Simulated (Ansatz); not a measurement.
MoS2: from a trial structure to a relaxed crystal

All numbers below come from DFT PBE, scalar-relativistic, plane waves, PAW in Ansatz. Cutoff 420 eV, Γ-centred k mesh, Gaussian smearing, no spin polarisation in the final step.

MoS2 was placed on the sites of a reported ZrSi2 cell (Cmcm, No. 63), with Mo in place of Zr, S in place of Si, at a guessed volume.

```
CELL_PARAMETERS angstrom
1.94055 -7.71560 0.00000
1.94055 7.71560 0.00000
0.00000 0.00000 3.84549
ATOMIC_POSITIONS crystal
Mo 0.89460 0.10540 0.75000
Mo 0.10540 0.89460 0.25000
S 0.55220 0.44780 0.75000
S 0.44780 0.55220 0.25000
S 0.24960 0.75040 0.75000
S 0.75040 0.24960 0.25000
```

Cell and atoms relax at zero pressure; the relaxation can't lower the symmetry of the start. After a coarse first stage the cell is made exact in the group found at 0.06 Å.

Energies over the elements count from the elements' standard structures at the same level, with no empirical corrections.

What does it relax into?

It keeps Cmcm (No. 63), but not the shape of the type it started on. Conventional cell: a = 3.275 Å, b = 17.124 Å, c = 3.939 Å. Mo is coordinated by 4 S at 2.38–2.40 Å and 4 S at 2.80 Å; S on Wyckoff site c (2 atoms of the primitive cell) has 4 Mo at 2.80 Å and 2 S at 2.98 Å (next S at 3.27 Å); S on Wyckoff site c (2 atoms of the primitive cell) is coordinated by 4 Mo at 2.38–2.40 Å and 4 S at 2.59 Å.

```cif
data_structure
_symmetry_space_group_name_H-M 'Cmcm'
_symmetry_Int_Tables_number 63
_cell_length_a 3.2746
_cell_length_b 17.1236
_cell_length_c 3.9394
_cell_angle_alpha 90.000
_cell_angle_beta 90.000
_cell_angle_gamma 90.000
_cell_volume 220.89
loop_
_atom_site_label
_atom_site_type_symbol
_atom_site_symmetry_multiplicity
_atom_site_Wyckoff_symbol
_atom_site_fract_x
_atom_site_fract_y
_atom_site_fract_z
_atom_site_occupancy
Mo1 Mo 4 c 0.50000 0.65948 0.75000 1
S1 S 4 c 0.50000 0.90588 0.75000 1
S2 S 4 c 0.00000 0.76049 0.75000 1
```

What are its volume, energy, density and gap?

The volume per atom is 18.4 Å³, the density is 4.8 g/cm³ and the energy over the elements is 0.13 eV/atom. The gap on the 12×12×10 mesh is 0 eV (a metal).

The final run used a 12×12×10 mesh on its 6-atom cell and 0.10 eV smearing. For metals, differences of a few meV/atom aren't resolved. Weakly bound directions are ill-defined at this level, which has no dispersion term. Symmetry constrained the relaxation, so the result can be a saddle point. The steps took roughly 8 core-minutes in all.